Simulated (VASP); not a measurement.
# Hg (P6_3/mmc) in VASP: notebook

One crystal, Hg, is run at these levels: RPBE; tasks: single point.

Everything below comes from runs of VASP 6.6.1. Logs are shortened: lines on timing, memory, paths and dates and some standing lists are left out, and cuts for length are marked.

## (1) The structure

Symmetry: P6_3/mmc, No. 194, hexagonal system. The conventional cell has a = 3.462 Å, b = 3.462 Å, c = 5.488 Å, α = 90.00°, β = 90.00°, γ = 120.00°. Hg (site symmetry -6m2) has 12 Hg at 3.39 to 3.46 Å as nearest neighbours.

## (2) Single point, RPBE

Input file INCAR:

```
SYSTEM = Hg
  ALGO = Normal
  EDIFF = 1E-7
  ENCUT = 520
  GGA = RP
  ISIF = 2
  ISMEAR = 0
  LASPH = .TRUE.
  LCHARG = .FALSE.
  LREAL = .FALSE.
  LWAVE = .FALSE.
  NBANDS = 19
  NELM = 60
  PREC = Accurate
  SIGMA = 0.05
```

Input file KPOINTS:

```
k-points
0
G
  9 9 5
  0 0 0
```

Input file POSCAR:

```
Hg
1.0
    3.4618096384      0.0000000000      0.0000000000
   -1.7309048192      2.9980150899      0.0000000000
    0.0000000000      0.0000000000      5.4875482800
Hg
2
Cartesian
   -0.0000000002      1.9986767267      1.3718870700
    1.7309048194      0.9993383632      4.1156612100
```

Potentials or basis: VASP PAW PBE potentials, release 64 (Hg).

Started as:

```bash
$ cat potpaw_PBE.64/Hg/POTCAR > POTCAR
$ mpirun -np 1 vasp_std > vasp.out
```

OUTCAR:

```text
SYSTEM = Hg
   EDIFF = 1E-7
   ENCUT = 520
   GGA = RP
   ISIF = 2
   ISMEAR = 0
   LASPH = .TRUE.
   LREAL = .FALSE.
   NELM = 60
   PREC = Accurate

 ion  position               nearest neighbor table
   1  0.333  0.667  0.250-   2 3.39   2 3.39   2 3.39   2 3.39   2 3.39   2 3.39
   2  0.667  0.333  0.750-   1 3.39   1 3.39   1 3.39   1 3.39   1 3.39   1 3.39

  LATTYP: Found a hexagonal cell.
 ALAT       =     3.4618096384
 C/A-ratio  =     1.5851675433

  Lattice vectors:

 A1 = (   3.4618096384,   0.0000000000,   0.0000000000)
 A2 = (  -1.7309048192,   2.9980150899,   0.0000000000)
 A3 = (   0.0000000000,   0.0000000000,   5.4875482800)

Analysis of symmetry for initial positions (statically):
=====================================================================
 Subroutine PRICEL returns:
 Original cell was already a primitive cell.

 Routine SETGRP: Setting up the symmetry group for a
 hexagonal supercell.

 Subroutine GETGRP returns: Found 24 space group operations
 (whereof 12 operations were pure point group operations)
 out of a pool of 24 trial point group operations.

The static configuration has the point symmetry D_3d.
 The point group associated with its full space group is D_6h.

Analysis of symmetry for dynamics (positions and initial velocities):
=====================================================================
 Subroutine PRICEL returns:
 Original cell was already a primitive cell.

 Routine SETGRP: Setting up the symmetry group for a
 hexagonal supercell.

 Subroutine GETGRP returns: Found 24 space group operations
 (whereof 12 operations were pure point group operations)
 out of a pool of 24 trial point group operations.

The dynamic configuration has the point symmetry D_3d.
 The point group associated with its full space group is D_6h.

 Subroutine INISYM returns: Found 24 space group operations
 (whereof 12 operations are pure point group operations),
 and found     1 'primitive' translations

----------------------------------------------------------------------------------------

                                     Primitive cell

  volume of cell :      56.9528

  direct lattice vectors                    reciprocal lattice vectors
     3.461809638  0.000000000  0.000000000     0.288866259  0.166777012  0.000000000
    -1.730904819  2.998015090  0.000000000     0.000000000  0.333554025  0.000000000
     0.000000000  0.000000000  5.487548280     0.000000000  0.000000000  0.182230743

  length of vectors
     3.461809638  3.461809638  5.487548280     0.333554025  0.333554025  0.182230743

  position of ions in fractional coordinates (direct lattice)
     0.333333333  0.666666667  0.250000000
     0.666666667  0.333333333  0.750000000

  ion indices of the primitive-cell ions
   primitive index   ion index
                 1           1
                 2           2

----------------------------------------------------------------------------------------

 KPOINTS: k-points

Automatic generation of k-mesh.
 Grid dimensions read from file:
 generate k-points for:    9    9    5

 Generating k-lattice:

  Cartesian coordinates                     Fractional coordinates (reciprocal lattice)
     0.032096251  0.018530779  0.000000000     0.111111111  0.000000000  0.000000000
     0.000000000  0.037061558  0.000000000     0.000000000  0.111111111  0.000000000
     0.000000000  0.000000000  0.036446149     0.000000000  0.000000000  0.200000000

  Length of vectors
     0.037061558  0.037061558  0.036446149

  Shift w.r.t. Gamma in fractional coordinates (k-lattice)
     0.000000000  0.000000000  0.000000000

 Subroutine IBZKPT returns following result:
 ===========================================

 Found     36 irreducible k-points:

 Following reciprocal coordinates:
            Coordinates               Weight
  0.000000  0.000000  0.000000      1.000000
  0.111111  0.000000  0.000000      6.000000
  0.222222 -0.000000  0.000000      6.000000
  0.333333 -0.000000  0.000000      6.000000
  0.444444 -0.000000  0.000000      6.000000
  0.111111  0.111111  0.000000      6.000000
[... 16 lines left out ...]
  0.333333  0.222222  0.200000     24.000000
  0.333333  0.333333  0.200000      4.000000
 [... further k-points ...]
   k-points           NKPTS =     36   k-points in BZ     NKDIM =     36   number of bands    NBANDS=     19
   number of dos      NEDOS =    301   number of ions     NIONS =      2
   total plane-waves  NPLWV =  32928
   dimension x,y,z NGX =    28 NGY =   28 NGZ =   42
   dimension x,y,z NGXF=    56 NGYF=   56 NGZF=   84
   ions per type =               2
   NGX,Y,Z   is equivalent  to a cutoff of  13.45, 13.45, 12.72 a.u.
   NGXF,Y,Z  is equivalent  to a cutoff of  26.89, 26.89, 25.45 a.u.
 SYSTEM =  Hg
   PREC   = accura    normal or accurate (medium, high low for compatibility)
   ISTART =      0    job   : 0-new  1-cont  2-samecut
   ICHARG =      2    charge: 1-file 2-atom 10-const
   ISPIN  =      1    spin polarized calculation?
   LNONCOLLINEAR =      F non collinear calculations
   LSORBIT =      F    spin-orbit coupling
   LASPH  =      T    aspherical Exc in radial PAW
   ENCUT  =  520.0 eV  38.22 Ry    6.18 a.u.   6.44  6.44 10.20*2*pi/ulx,y,z
   NELM   =     60;   NELMIN=  2; NELMDL= -5     # of ELM steps
   EDIFF  = 0.1E-06   stopping-criterion for ELM
   LREAL  =      F    real-space projection
   EDIFFG = 0.1E-05   stopping-criterion for IOM
   NSW    =      0    number of steps for IOM
   IBRION =     -1    ionic relax: 0-MD 1-quasi-New 2-CG
   NFREE  =      0    steps in history (QN), initial steepest desc. (CG)
   ISIF   =      2    stress and relaxation
   ISYM   =      2    0-nonsym 1-usesym 2-fastsym
   POTIM  = 0.5000    time-step for ionic-motion
   TEBEG  =    0.0;   TEEND  =   0.0 temperature during run
   PSTRESS=    0.0 pullay stress
   NELECT =      24.0000    total number of electrons
   NUPDOWN=      -1.0000    fix difference up-down
   EMIN   =  10.00;   EMAX   =-10.00  energy-range for DOS
   EFERMI =   0.00;   METHOD = LEGACY
   ISMEAR =     0;   SIGMA  =   0.05  broadening in eV -4-tet -1-fermi 0-gaus
   EFERMI_NEDOS =   21; number of points for ismear=-14 and -15
   IALGO  =     38    algorithm
   IMIX   =      4    mixing-type and parameters
     AMIX     =   0.40;   BMIX     =  1.00
     AMIX_MAG =   1.60;   BMIX_MAG =  1.00
  volume/ion in A,a.u.               =      28.48       192.17
  Fermi-wavevector in a.u.,A,eV,Ry     =   1.227364  2.319382 20.496128  1.506423
  Thomas-Fermi vector in A             =   2.362330
   LORBIT       =      0    0 simple, 1 ext, 2 COOP (PROOUT), +10 PAW based schemes
   GGA     = RP    functional components
   LHFCALC =     F    Hartree Fock is set to
   AEXX    =    0.0000 exact exchange contribution
   IVDW    =     0    specifies the selected vdW correction
   LEPSILON=     F    determine dielectric tensor
   LRPA    =     F    only Hartree local field effects (RPA)
 non-spin polarized calculation
 Gauss-broadening in eV      SIGMA  =   0.05
  energy-cutoff  :      520.00
  volume of cell :       56.95
 maximum number of plane-waves:      1553
 NGX is ok and might be reduce to    28
   NGX = 13   NGY = 13   NGZ = 21

 number of electron      24.0000000 magnetization

 Free energy of the ion-electron system (eV)
  ---------------------------------------------------
  ext. energy  EPLUGINS =         0.00000000
  ---------------------------------------------------
  free energy    TOTEN  =         0.40963061 eV

  energy without entropy =        0.40996557  energy(sigma->0) =        0.40979809

 E-fermi :   1.2045     XC(G=0):  -9.6616

 val. band max:        1.1732034222   @ k =   0.2222   0.2222   0.0000
 cond. band min:       1.2764481535   @ k =   0.1111   0.0000   0.0000
 fundamental gap:      0.1032447312
 Fermi energy:         1.2045477776

 k-point     1 :       0.0000    0.0000    0.0000
  band No.  band energies     occupation
      1      -6.0346      2.00000
      2      -5.5192      2.00000
      3      -4.8906      2.00000
      4      -4.8878      2.00000
      5      -4.8878      2.00000
      6      -4.7918      2.00000
[... 11 lines left out ...]
     18      14.4082      0.00000
     19      14.9519      0.00000

 k-point     2 :       0.1111    0.0000    0.0000
  band No.  band energies     occupation
      1      -5.8136      2.00000
      2      -5.4310      2.00000
      3      -4.9721      2.00000
      4      -4.8142      2.00000
      5      -4.8112      2.00000
      6      -4.7709      2.00000
[... 11 lines left out ...]
     18      14.9882      0.00000
     19      15.2713      0.00000

 k-point     3 :       0.2222   -0.0000    0.0000
  band No.  band energies     occupation
      1      -5.3694      2.00000
      2      -5.3313      2.00000
      3      -4.9331      2.00000
      4      -4.9122      2.00000
      5      -4.8385      2.00000
      6      -4.7758      2.00000
[... 11 lines left out ...]
     18      13.2731      0.00000
     19      14.4509      0.00000

 k-point     4 :       0.3333   -0.0000    0.0000
  band No.  band energies     occupation
      1      -5.4142      2.00000
      2      -5.2824      2.00000
      3      -5.1507      2.00000
      4      -4.9264      2.00000
      5      -4.7438      2.00000
      6      -4.6142      2.00000
[... 11 lines left out ...]
     18      12.6880      0.00000
     19      13.3426      0.00000

 k-point     5 :       0.4444   -0.0000    0.0000
  band No.  band energies     occupation
      1      -5.4943      2.00000
      2      -5.3191      2.00000
      3      -5.2909      2.00000
      4      -4.9793      2.00000
      5      -4.6731      2.00000
      6      -4.6567      2.00000
[... 11 lines left out ...]
     18      12.4733      0.00000
     19      12.6597      0.00000
[... 334 lines left out ...]
      2      -5.3747      2.00000
      3      -5.0776      2.00000
      4      -4.9589      2.00000
      5      -4.9535      2.00000
      6      -4.5468      2.00000
[... 11 lines left out ...]
     18      10.1811      0.00000
     19      13.6771      0.00000

 k-point    22 :       0.2222    0.2222    0.2000
  band No.  band energies     occupation
      1      -5.2569      2.00000
      2      -5.2065      2.00000
      3      -5.0635      2.00000
      4      -5.0393      2.00000
      5      -4.7440      2.00000
      6      -4.6872      2.00000
[... 11 lines left out ...]
     18      11.6810      0.00000
     19      13.1847      0.00000

 k-point    23 :       0.3333    0.2222    0.2000
  band No.  band energies     occupation
      1      -5.3290      2.00000
      2      -5.1927      2.00000
      3      -5.0997      2.00000
      4      -4.9724      2.00000
      5      -4.8391      2.00000
      6      -4.5909      2.00000
[... 11 lines left out ...]
     18      10.1142      0.00000
     19      12.4777      0.00000

 k-point    24 :       0.3333    0.3333    0.2000
  band No.  band energies     occupation
      1      -5.2767      2.00000
      2      -5.1459      2.00000
      3      -5.1459      2.00000
      4      -4.8055      2.00000
      5      -4.7795      2.00000
      6      -4.7795      2.00000
[... 11 lines left out ...]
     18       9.2349      0.00000
     19      11.6184      0.00000

 [... further k-points ...]
[... 5 lines left out ...]
  --------------------------------------------------------------------------------------
  -------------------------------------------------------------------------------------
  Total        1.2157468      1.2157468      1.2983145      0.0000000      0.0000000      0.0000000
  in kB       34.2009652     34.2009652     36.5237306      0.0000000      0.0000000      0.0000000
  external PRESSURE =      34.9752203 kB  Pullay stress =       0.0000000 kB

 VOLUME and BASIS-vectors are now :
 -----------------------------------------------------------------------------
  energy-cutoff  :      520.00
  volume of cell :       56.95
      direct lattice vectors                 reciprocal lattice vectors
     3.461809638  0.000000000  0.000000000     0.288866259  0.166777012  0.000000000
    -1.730904819  2.998015090  0.000000000     0.000000000  0.333554025  0.000000000
     0.000000000  0.000000000  5.487548280     0.000000000  0.000000000  0.182230743

 POSITION                                       TOTAL-FORCE (eV/Angst)
 -----------------------------------------------------------------------------------
     -0.00000      1.99868      1.37189         0.000000      0.000000      0.000000
      1.73090      0.99934      4.11566        -0.000000     -0.000000      0.000000
 -----------------------------------------------------------------------------------
    total drift:                                0.000000     -0.000000      0.000000

  FREE ENERGIE OF THE ION-ELECTRON SYSTEM (eV)
  ---------------------------------------------------
  free  energy   TOTEN  =         0.4096306080 eV

  energy  without entropy=        0.4099655671  energy(sigma->0) =        0.40979809
```

Wall time 32 s (1 thread of Intel Xeon Platinum 8488C (Sapphire Rapids), shared host); peak memory 0.18 GiB.

Results:

| Property | Result |
| --- | --- |
| Free energy | 0.4096 eV |
| Pressure | 3.5 GPa |
| Band gap on the k mesh | none (metal or under the smearing width) |

Caveat: the PAW data sets were made with another functional, which shifts forces and pressure a little. The run has no spin-orbit coupling, so splittings on Hg are missing.

## (3) Single point, RPBE

Input file run.py:

```python
from ase.calculators.vasp import Vasp
from ase.dft.bandgap import bandgap
from ase.io import read

atoms = read('Hg.cif', primitive_cell=True, subtrans_included=False)
calc = Vasp(
    directory='calc',
    xc='rpbe',
    pp='PBE',
    setups='recommended',
    prec='Accurate',
    encut=520,
    ediff=1e-07,
    ismear=0,
    sigma=0.05,
    lreal=False,
    lasph=True,
    nelm=60,
    algo='Normal',
    isif=2,
    lwave=False,
    lcharg=False,
    kpts=[9, 9, 5],
    gamma=True,
)
atoms.calc = calc

print('energy (eV):', atoms.get_potential_energy())
print('free energy (eV):', atoms.get_potential_energy(force_consistent=True))
print('forces (eV/A):')
print(atoms.get_forces())
print('stress (eV/A^3, Voigt):', atoms.get_stress())
print('Fermi level (eV):', calc.get_fermi_level())
gap, top, bottom = bandgap(calc)
print('band gap (eV):', gap, 'from (spin, k, band)', top, 'to', bottom)
```

Input file Hg.cif:

```cif
data_Hg
_cell_length_a 3.46180964
_cell_length_b 3.46180964
_cell_length_c 5.48754828
_cell_angle_alpha 90.00000000
_cell_angle_beta 90.00000000
_cell_angle_gamma 120.00000000
_space_group_name_H-M_alt 'P6_3/mmc'
_space_group_name_Hall '-P 6c 2c'
_space_group_IT_number 194
loop_
_space_group_symop_operation_xyz
'x,y,z'
'-x,-y,-z'
'x-y,x,z+1/2'
'-x+y,-x,-z+1/2'
'-y,x-y,z'
'y,-x+y,-z'
'-x,-y,z+1/2'
'x,y,-z+1/2'
'-x+y,-x,z'
'x-y,x,-z'
'y,-x+y,z+1/2'
'-y,x-y,-z+1/2'
'-y,-x,-z+1/2'
'y,x,z+1/2'
'-x,-x+y,-z'
'x,x-y,z'
'-x+y,y,-z+1/2'
'x-y,-y,z+1/2'
'y,x,-z'
'-y,-x,z'
'x,x-y,-z+1/2'
'-x,-x+y,z+1/2'
'x-y,-y,-z'
'-x+y,y,z'
loop_
_atom_site_label
_atom_site_type_symbol
_atom_site_symmetry_multiplicity
_atom_site_Wyckoff_symbol
_atom_site_fract_x
_atom_site_fract_y
_atom_site_fract_z
_atom_site_occupancy
Hg1 Hg 2 c 0.3333333333 0.6666666667 0.2500000000 1
```

Potentials or basis: VASP PAW PBE potentials, release 64 (Hg).

Started as:

```bash
$ python run.py
```

Wall time 32 s (1 thread of Intel Xeon Platinum 8488C (Sapphire Rapids), shared host); peak memory 0.17 GiB.

The run converged. Its results:

| Item | Value |
| --- | --- |
| Free energy | 0.4096 eV |
| Pressure | 3.5 GPa |
| Band gap on the k mesh | none (metal or under the smearing width) |

Stress tensor (GPa, compression positive):
```
3.42 0.00 0.00
0.00 3.42 0.00
0.00 0.00 3.65
```

Levels at points of the mesh, in eV from the Fermi level:
```
           k point  band 8  band 9  band 10  band 11  band 12  band 13  band 14  band 15  band 16
(0.00, 0.00, 0.00)   -5.92   -5.92    -5.41    -5.41    -1.29    -0.30    11.05    11.05    12.78
```

Caveat: the PAW data sets were made with another functional, which shifts forces and pressure a little. Spin-orbit coupling is left out, which matters for the levels of Hg.

## (4) The reference run

An earlier run on the cell as given: functional PBE; potentials or basis VASP PAW PBE potentials, release 64 (Hg); cutoff 520 eV; k mesh 9 × 9 × 5; occupations fermi-dirac, width 0.05 eV; no spin polarisation.

- Pressure: 1.1 GPa
- Band gap on the k mesh: none (metal or under the smearing width)
